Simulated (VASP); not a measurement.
# WC (Qusongite) (P-6m2) in VASP: notebook, part 2 of 2

VASP 6.6.1.

### 4 Relaxation of cell and atoms, optB86b-vdW

Contents of INCAR:

```
SYSTEM = WC
PREC = Accurate
ENCUT = 600
EDIFF = 1E-7
ISMEAR = -1
SIGMA = 0.05
LREAL = .False.
LASPH = .True.
NELM = 60
ALGO = Normal
ISIF = 3
LWAVE = .False.
LCHARG = .False.
GGA = MK
LUSE_VDW = .True.
AGGAC = 0.0
PARAM1 = 0.1234
PARAM2 = 1.0
IBRION = 2
NSW = 60
EDIFFG = -0.01
```

Contents of KPOINTS:

```
Automatic mesh
0
Gamma
  10 10 9
  0 0 0
```

Contents of POSCAR:

```
WC
1.0
    2.9065000000      0.0000000000      0.0000000000
   -1.4532500000      2.5171028361      0.0000000000
    0.0000000000      0.0000000000      2.8366000000
W C
1 1
Direct
    0.0000000000      0.0000000000      0.0000000000
    0.6666666667      0.3333333333      0.5000000000
```

Potentials or basis: VASP PAW PBE potentials, release 64 (W_sv, C).

Started as:

```sh
$ cat potpaw_PBE.64/W_sv/POTCAR potpaw_PBE.64/C/POTCAR > POTCAR
$ mpirun -np 1 vasp_std > vasp.out
```

OUTCAR:

```text
SYSTEM = WC
   PREC = Accurate
   ENCUT = 600
   EDIFF = 1E-7
   ISMEAR = -1
   LREAL = .False.
   LASPH = .True.
   NELM = 60
   ISIF = 3
   GGA = MK
   IBRION = 2
   NSW = 60
   EDIFFG = -0.01

 ion  position               nearest neighbor table
   1  0.000  0.000  0.000-   2 2.20   2 2.20   2 2.20   2 2.20   2 2.20   2 2.20
   2  0.667  0.333  0.500-   1 2.20   1 2.20   1 2.20   1 2.20   1 2.20   1 2.20

  LATTYP: Found a hexagonal cell.
 ALAT       =     2.9065000000
 C/A-ratio  =     0.9759504559

  Lattice vectors:

 A1 = (   2.9065000000,   0.0000000000,   0.0000000000)
 A2 = (  -1.4532500000,   2.5171028361,   0.0000000000)
 A3 = (   0.0000000000,   0.0000000000,   2.8366000000)

Analysis of symmetry for initial positions (statically):
=====================================================================
 Subroutine PRICEL returns:
 Original cell was already a primitive cell.

 Routine SETGRP: Setting up the symmetry group for a
 hexagonal supercell.

 Subroutine GETGRP returns: Found 12 space group operations
 (whereof 12 operations were pure point group operations)
 out of a pool of 24 trial point group operations.

The static configuration has the point symmetry D_3h.

Analysis of symmetry for dynamics (positions and initial velocities):
=====================================================================
 Subroutine PRICEL returns:
 Original cell was already a primitive cell.

 Routine SETGRP: Setting up the symmetry group for a
 hexagonal supercell.

 Subroutine GETGRP returns: Found 12 space group operations
 (whereof 12 operations were pure point group operations)
 out of a pool of 24 trial point group operations.

The dynamic configuration has the point symmetry D_3h.

 Subroutine INISYM returns: Found 12 space group operations
 (whereof 12 operations are pure point group operations),
 and found     1 'primitive' translations

----------------------------------------------------------------------------------------

                                     Primitive cell

  volume of cell :      20.7525

  direct lattice vectors                    reciprocal lattice vectors
     2.906500000  0.000000000  0.000000000     0.344056425  0.198641070  0.000000000
    -1.453250000  2.517102836  0.000000000     0.000000000  0.397282139  0.000000000
     0.000000000  0.000000000  2.836600000     0.000000000  0.000000000  0.352534725

  length of vectors
     2.906500000  2.906500000  2.836600000     0.397282139  0.397282139  0.352534725

  position of ions in fractional coordinates (direct lattice)
     0.000000000  0.000000000  0.000000000
     0.666666667  0.333333333  0.500000000

  ion indices of the primitive-cell ions
   primitive index   ion index
                 1           1
                 2           2

----------------------------------------------------------------------------------------

 KPOINTS: Automatic mesh

Automatic generation of k-mesh.
 Grid dimensions read from file:
 generate k-points for:   10   10    9

[... 46 lines left out ...]
   number of dos      NEDOS =    301   number of ions     NIONS =      2
   total plane-waves  NPLWV =  13824
   dimension x,y,z NGX =    24 NGY =   24 NGZ =   24
   dimension x,y,z NGXF=    48 NGYF=   48 NGZF=   48
   ions per type =               1   1
   NGX,Y,Z   is equivalent  to a cutoff of  13.73, 13.73, 14.07 a.u.
   NGXF,Y,Z  is equivalent  to a cutoff of  27.46, 27.46, 28.13 a.u.
 SYSTEM =  WC
   PREC   = accura    normal or accurate (medium, high low for compatibility)
   ISTART =      0    job   : 0-new  1-cont  2-samecut
   ICHARG =      2    charge: 1-file 2-atom 10-const
   ISPIN  =      1    spin polarized calculation?
   LNONCOLLINEAR =      F non collinear calculations
   LSORBIT =      F    spin-orbit coupling
   LASPH  =      T    aspherical Exc in radial PAW
   ENCUT  =  600.0 eV  44.10 Ry    6.64 a.u.   5.81  5.81  5.67*2*pi/ulx,y,z
   NELM   =     60;   NELMIN=  2; NELMDL= -5     # of ELM steps
   EDIFF  = 0.1E-06   stopping-criterion for ELM
   LREAL  =      F    real-space projection
   EDIFFG = -.1E-01   stopping-criterion for IOM
   NSW    =     60    number of steps for IOM
   IBRION =      2    ionic relax: 0-MD 1-quasi-New 2-CG
   NFREE  =      1    steps in history (QN), initial steepest desc. (CG)
   ISIF   =      3    stress and relaxation
   ISYM   =      2    0-nonsym 1-usesym 2-fastsym
   POTIM  = 0.5000    time-step for ionic-motion
   TEBEG  =    0.0;   TEEND  =   0.0 temperature during run
   PSTRESS=    0.0 pullay stress
   NELECT =      18.0000    total number of electrons
   NUPDOWN=      -1.0000    fix difference up-down
   EMIN   =  10.00;   EMAX   =-10.00  energy-range for DOS
   EFERMI =   0.00;   METHOD = LEGACY
   ISMEAR =    -1;   SIGMA  =   0.05  broadening in eV -4-tet -1-fermi 0-gaus
   EFERMI_NEDOS =   21; number of points for ismear=-14 and -15
   IALGO  =     38    algorithm
   IMIX   =      4    mixing-type and parameters
     AMIX     =   0.40;   BMIX     =  1.00
     AMIX_MAG =   1.60;   BMIX_MAG =  1.00
  volume/ion in A,a.u.               =      10.38        70.02
  Fermi-wavevector in a.u.,A,eV,Ry     =   1.561262  2.950358 33.164744  2.437540
  Thomas-Fermi vector in A             =   2.664353
   LORBIT       =      0    0 simple, 1 ext, 2 COOP (PROOUT), +10 PAW based schemes
   GGA     = MK    functional components
   LHFCALC =     F    Hartree Fock is set to
   AEXX    =    0.0000 exact exchange contribution
   IVDW_NL    =     1    kernel type
   BPARAM     = 6.3000
   IVDW    =     0    specifies the selected vdW correction
   LEPSILON=     F    determine dielectric tensor
   LRPA    =     F    only Hartree local field effects (RPA)
 conjugate gradient relaxation of ions
 non-spin polarized calculation
  energy-cutoff  :      600.00
  volume of cell :       20.75
 maximum number of plane-waves:       703
 NGX is ok and might be reduce to    24
   NGX = 11   NGY = 11   NGZ = 11

--------------------------------------- Ionic step        1  -------------------------------------------

 number of electron      18.0000000 magnetization

 Free energy of the ion-electron system (eV)
  ---------------------------------------------------
  ext. energy  EPLUGINS =         0.00000000
  ---------------------------------------------------
  free energy    TOTEN  =       -18.69052916 eV

  energy without entropy =      -18.68867155  energy(sigma->0) =      -18.68960035

------------------------ aborting loop because EDIFF is reached ----------------------------------------

  FORCE on cell =-STRESS in cart. coord.  units (eV):
  Direction    XX          YY          ZZ          XY          YZ          ZX
  --------------------------------------------------------------------------------------
  -------------------------------------------------------------------------------------
  Total        0.4771678      0.4771678      0.5073050      0.0000000      0.0000000      0.0000000
  in kB       36.8393814     36.8393814     39.1661016      0.0000000      0.0000000      0.0000000
  external PRESSURE =      37.6149548 kB  Pullay stress =       0.0000000 kB
[... 177 lines left out ...]
--------------------------------------- Ionic step        6  -------------------------------------------

 number of electron      18.0000000 magnetization

 Free energy of the ion-electron system (eV)
  ---------------------------------------------------
  ext. energy  EPLUGINS =         0.00000000
  ---------------------------------------------------
  free energy    TOTEN  =       -18.69279185 eV

  energy without entropy =      -18.69093281  energy(sigma->0) =      -18.69186233

 E-fermi :  10.8538     XC(G=0): -13.7612

 val. band max:       10.7660775423   @ k =   0.0000   0.0000   0.3333
 cond. band min:      10.8670144441   @ k =   0.1000   0.0000   0.3333
 fundamental gap:      0.1009369018
 Fermi energy:        10.8538269244

 k-point     1 :       0.0000    0.0000    0.0000
  band No.  band energies     occupation
      1     -63.1821      2.00000
      2     -27.1595      2.00000
      3     -27.0559      2.00000
      4     -27.0559      2.00000
      5      -3.4695      2.00000
      6       6.6113      2.00000
      7       7.5644      2.00000
      8       7.5644      2.00000
      9      10.9553      0.23231
     10      14.0304      0.00000
     11      14.0304      0.00000
     12      16.4113      0.00000
     13      16.4113      0.00000
[... 354 lines left out ...]
  band No.  band energies     occupation
      1     -63.1222      2.00000
      2     -27.7865      2.00000
      3     -27.2742      2.00000
      4     -27.1332      2.00000
      5      -0.0743      2.00000
      6       4.0484      2.00000
      7       6.7094      2.00000
      8       8.1709      2.00000
      9       9.5954      2.00000
     10      13.4769      0.00000
     11      14.8354      0.00000
     12      15.7192      0.00000
     13      17.7983      0.00000

 [... further k-points ...]
[... 5 lines left out ...]
  --------------------------------------------------------------------------------------
  -------------------------------------------------------------------------------------
  Total        0.0067349      0.0067349      0.0074226      0.0000000      0.0000000      0.0000000
  in kB        0.5151810      0.5151810      0.5677848      0.0000000      0.0000000      0.0000000
  external PRESSURE =       0.5327156 kB  Pullay stress =       0.0000000 kB
[... 21 lines left out ...]
  energy  without entropy=      -18.6909328124  energy(sigma->0) =      -18.69186233

Total vdW correction in eV:      1.8550997

 reached required accuracy - stopping structural energy minimisation
```

OSZICAR:

```text
N       E                     dE             d eps       ncg     rms          rms(c)
DAV:   1     0.125515829185E+03    0.12552E+03   -0.10636E+04  1820   0.171E+03
DAV:   2    -0.173077411395E+02   -0.14282E+03   -0.13910E+03  2055   0.408E+02
[... 45 lines left out ...]
   5 F= -.18692779E+02 E0= -.18691852E+02  d E =-.246490E-05
       N       E                     dE             d eps       ncg     rms          rms(c)
DAV:   1    -0.186928300007E+02   -0.50521E-04   -0.13699E-03  1849   0.446E-01    0.316E-02
DAV:   2    -0.186928020027E+02    0.27998E-04   -0.54815E-05  1945   0.736E-02    0.168E-02
DAV:   3    -0.186927918452E+02    0.10158E-04   -0.27219E-05  1975   0.482E-02    0.708E-03
DAV:   4    -0.186927918505E+02   -0.53201E-08   -0.73364E-07  1900   0.915E-03
   6 F= -.18692792E+02 E0= -.18691862E+02  d E =-.148636E-04
```

CONTCAR:

```text
WC
   1.00000000000000
     2.9159498701240385   -0.0000000000000000   -0.0000000000000000
    -1.4579749350620193    2.5252866636898865    0.0000000000000000
     0.0000000000000000   -0.0000000000000000    2.8444164824493088
  W               C
     1     1
Direct
     0.0000000000000000    0.0000000000000000    0.0000000000000000
     0.6666666667000030    0.3333333332999970    0.5000000000000000

  0.00000000E+00  0.00000000E+00  0.00000000E+00
  0.00000000E+00  0.00000000E+00  0.00000000E+00
```

Run time: 2 min. Hardware: 1 thread of Intel Xeon Platinum 8375C at 2.90GHz (Ice Lake), shared host; peak memory 0.28 GiB.

Results:

```yaml
Free_energy: -18.6928 eV
Relaxed_volume: 10.47 Å³/atom
Relaxed_cell: a = 2.916 Å, b = 2.916 Å, c = 2.844 Å, α = 90.00°, β = 90.00°, γ = 120.00°
Space_group_after_relaxing_to_0.05_Å: P-6m2 (No. 187)
Energy_gained_by_relaxing: 1.1 meV/atom
Ionic_steps: 6
Pressure_after_relaxing: 0.1 GPa
Band_gap_on_the_k_mesh: none (metal or under the smearing width)
```

Step by step:
```
step  energy change (eV)  largest force (eV/Å)  pressure (GPa)  volume (Å³)
   1              0.0000                0.0000            3.76        20.75
   2              0.0147                0.0000           -9.68        21.49
   3             -0.0022                0.0000           -0.03        20.95
   4             -0.0022                0.0000            0.04        20.94
   5             -0.0023                0.0000            0.04        20.95
   6             -0.0023                0.0000            0.05        20.95
```

Final structure:
```
W C
1.0
     2.91595    0.00000    0.00000
    -1.45797    2.52529    0.00000
     0.00000    0.00000    2.84442
W C
1 1
Direct
  0.00000 0.00000 0.00000
  0.66667 0.33333 0.50000
```

Levels at points of the mesh, in eV from the Fermi level:
```
           k point  band 7  band 8  band 9  band 10  band 11  band 12
(0.00, 0.00, 0.00)   -3.29   -3.29    0.10     3.18     3.18     5.56
(0.50, 0.00, 0.00)   -3.56   -3.51   -0.45     2.31     4.45     4.79
```

Caveat: the PAW data sets were made with another functional, which shifts forces and pressure a little. Zero-point motion and thermal expansion aren't in these numbers.

### 5 The reference run

An earlier run on the cell as given: functional PBEsol; potentials or basis VASP PAW PBE potentials, release 64 (W_sv, C); cutoff 520 eV; k mesh 10 × 10 × 9; occupations fermi-dirac, width 0.05 eV; no spin polarisation.

* Pressure: -2.3 GPa
* Band gap on the k mesh: none (metal or under the smearing width)

### 6 Overview

```tsv
task	level	cell	cutoff (eV)	ladder	gap on the mesh (eV)	pressure (GPa)	relaxed volume (Å³/atom)
relaxation of cell and atoms	optB88-vdW	relaxed	600	-	none	0.0	10.60
relaxation of cell and atoms	vdW-DF	relaxed	600	-	none	0.0	10.84
relaxation of cell and atoms	optB86b-vdW	relaxed	600	-	none	0.1	10.47
single point	PBEsol	as given	520	free	none	-2.3	-
```

Alike in all rows: potentials or basis VASP PAW PBE potentials, release 64 (W_sv, C); no spin polarisation; k mesh 10 × 10 × 9; smearing fermi-dirac 0.05 eV.

Caveats: the PAW data sets were made with another functional, which shifts forces and pressure a little.

Absolute energies hang on the potentials; compare differences alone.
